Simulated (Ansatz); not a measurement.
Crystal: Ag.

```
CELL_PARAMETERS angstrom
0.00000 2.04275 2.04275
2.04275 0.00000 2.04275
2.04275 2.04275 0.00000
ATOMIC_POSITIONS crystal
Ag 0.00000 0.00000 0.00000
```

Base run:

* Program: Ansatz 0.2.0
* Functional: PBE
* Potentials or basis: Ansatz PAW
* Cutoff: 420 eV (not typed: the program's choice for these potentials)
* k mesh: 11 × 11 × 11
* Occupations: fermi-dirac, width 0.05 eV
* Spin: no spin polarisation

Its results: band gap on the k mesh none (metal or under the smearing width); pressure 4.4 GPa.

Question: The run is repeated on the same cell with these changes: functional from PBE to BLYP. What comes out?

Answer: Band gap on the k mesh none (metal or under the smearing width); pressure 11.9 GPa.

BLYP binds less tightly than PBE, so the same cell stands under more pressure.

Caveats: the PAW data sets come from PBE, with cores solved anew for the run's functional, which leaves a small shift of forces and pressure (some runs).
